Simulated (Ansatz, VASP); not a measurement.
Given: the input of a run of Ansatz 0.2.0 on Al3Au.

File input.yaml:

```yaml
crystal:
  lattice:
    - [-1.9839880723, 1.9839880723, 3.9737890086]
    - [1.9839880723, -1.9839880723, 3.9737890086]
    - [1.9839880723, 1.9839880723, -3.9737890086]
  atoms:
    - { symbol: Au, position: [0.0, 0.0, 0.0] }
    - { symbol: Al, position: [0.5, 0.5, 0.0] }
    - { symbol: Al, position: [0.25, 0.75, 0.5] }
    - { symbol: Al, position: [0.75, 0.25, 0.5] }
hamiltonian:
  xc: pbesol
  pseudopotentials: { kind: paw }
kpoints:
  mp_grid: { grid: [9, 9, 9] }
scf:
  occupations: { method: fermi_dirac, width: 0.05 }
output:
  forces: true
  stress: true
  eigenvalues: true
```

Potentials or basis: Ansatz PAW.

Command:

```bash
$ ansatz run input.yaml --threads 1 --pin off --max-ram 3584MiB --backend cpu --events-out ev --progress --plain --runs-dir out
```

**Question.** Set up the same calculation for VASP 6.6.1. Potentials there: VASP PAW PBE potentials, release 64 (Au, Al).

**Answer.** As run (the cutoff follows the program's own potentials):

The input INCAR:

```
SYSTEM = Al3Au
ALGO = Normal
EDIFF = 1E-7
ENCUT = 520
GGA = PS
ISIF = 2
ISMEAR = -1
LASPH = .TRUE.
LCHARG = .FALSE.
LREAL = .FALSE.
LWAVE = .FALSE.
NBANDS = 18
NELM = 60
PREC = Accurate
SIGMA = 0.05
```

Contents of KPOINTS:

```
k-points
0
G
  9 9 9
  0 0 0
```

File POSCAR:

```
Al3Au
1.0
   -1.9839880723      1.9839880723      3.9737890086
    1.9839880723     -1.9839880723      3.9737890086
    1.9839880723      1.9839880723     -3.9737890086
Au Al
1 3
Direct
    0.0000000000      0.0000000000      0.0000000000
    0.5000000000      0.5000000000      0.0000000000
    0.2500000000      0.7500000000      0.5000000000
    0.7500000000      0.2500000000      0.5000000000
```

Potentials or basis: VASP PAW PBE potentials, release 64 (Au, Al).

Run with:

```bash
$ cat potpaw_PBE.64/Au/POTCAR potpaw_PBE.64/Al/POTCAR > POTCAR
$ mpirun -np 1 vasp_std > vasp.out
```

Both were run:

|  | VASP | Ansatz | Ansatz less VASP |
| --- | --- | --- | --- |
| gap on the k mesh at the Fermi level (eV) | none | none | - |
| pressure (GPa) | 3.8 | 3.9 | +0.07 |
| largest component of the traceless stress (GPa) | 0.36 | 0.38 | +0.019 |

A gap of «none» marks a metal or a gap that the smearing closes. The two sets of potentials don't hold the same shells in valence.

Caveats: the PAW data sets were made with another functional, which shifts forces and pressure a little (VASP); the PAW data sets come from PBE, with cores solved anew for the run's functional, which leaves a small shift of forces and pressure (Ansatz). Spin-orbit coupling is left out, which matters for the levels of Au.
